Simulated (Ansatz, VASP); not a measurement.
LiF: VASP beside Ansatz

File POSCAR:

```
LiF
1.0
    0.0000000000      2.1446105480      2.1446105480
    2.1947944348      0.0000000000      2.1446105480
    2.1947944348      2.1446105480      0.0000000000
Li F
1 1
Direct
    0.0000000000      0.0000000000      0.0000000000
    0.2500000000      0.2500000000      0.2500000000
```

Contents of INCAR.step1:

```
SYSTEM = LiF
ALGO = Normal ; EDIFF = 1E-4
ENCUT = 520 ; GGA = PE
ISMEAR = 0 ; LASPH = .TRUE.
LCHARG = .FALSE. ; LREAL = .FALSE.
LWAVE = .TRUE. ; NBANDS = 12
NELM = 80 ; PREC = Accurate
SIGMA = 0.01
```

Contents of INCAR.step2:

```
SYSTEM = LiF
ALGO = Normal ; EDIFF = 1E-6
ENCUT = 520 ; ISIF = 2
ISMEAR = 0 ; ISTART = 1
LASPH = .TRUE. ; LCHARG = .TRUE.
LELF = .TRUE. ; LMIXTAU = .TRUE.
LREAL = .FALSE. ; LVHAR = .TRUE.
LWAVE = .FALSE. ; METAGGA = R2SCAN
NBANDS = 12 ; NELM = 80
PREC = Accurate ; SIGMA = 0.01
```

Contents of KPOINTS:

```
k-points
0
G
  10 10 10
  0 0 0
```

Input for Ansatz:

```yaml
crystal:
  lattice:
    - [0.0, 2.144610548, 2.144610548]
    - [2.1947944348, 0.0, 2.144610548]
    - [2.1947944348, 2.144610548, 0.0]
  atoms:
    - { symbol: Li, position: [0.0, 0.0, 0.0] }
    - { symbol: F, position: [0.25, 0.25, 0.25] }
kpoints:
  mp_grid: { grid: [10, 10, 10] }
  band_path:
    path:
      - [0.0, 0.0, 0.0]
      - [-0.5, -0.5, 0.0]
      - [-0.375, -0.375, 0.25]
      - [-0.375, 0.0, 0.375]
      - [0.0, 0.0, 0.5]
      - [-0.5, -0.25, 0.25]
      - [-0.005208, -0.005208, -0.005208]
    npoints: 1
hamiltonian:
  xc: r2scan
scf:
  occupations: { method: fixed }
  n_extra_bands: 4
output:
  forces: true
  stress: true
  eigenvalues: true
```

Change from the starting cell: uniaxial_x strain +2.3%.

Alike in both runs: task single point; functional r2SCAN; k mesh 10 × 10 × 10; no spin polarisation.

|  | VASP | Ansatz |
| --- | --- | --- |
| version | VASP 6.6.1 | Ansatz 0.2.0 |
| potentials or method | VASP PAW PBE potentials, release 64 (Li_sv, F) | plane waves, PAW |
| plane-wave cutoff (eV) | 520 | 500 |
| occupations | gaussian, width 0.01 eV | fixed |
| valence electrons in the cell | 10 | 10 |

```csv
,VASP,Ansatz,Ansatz less VASP
gap on the k mesh at the Fermi level (eV),8.62,8.52,-0.100
```

 A k mesh can miss the band edges.
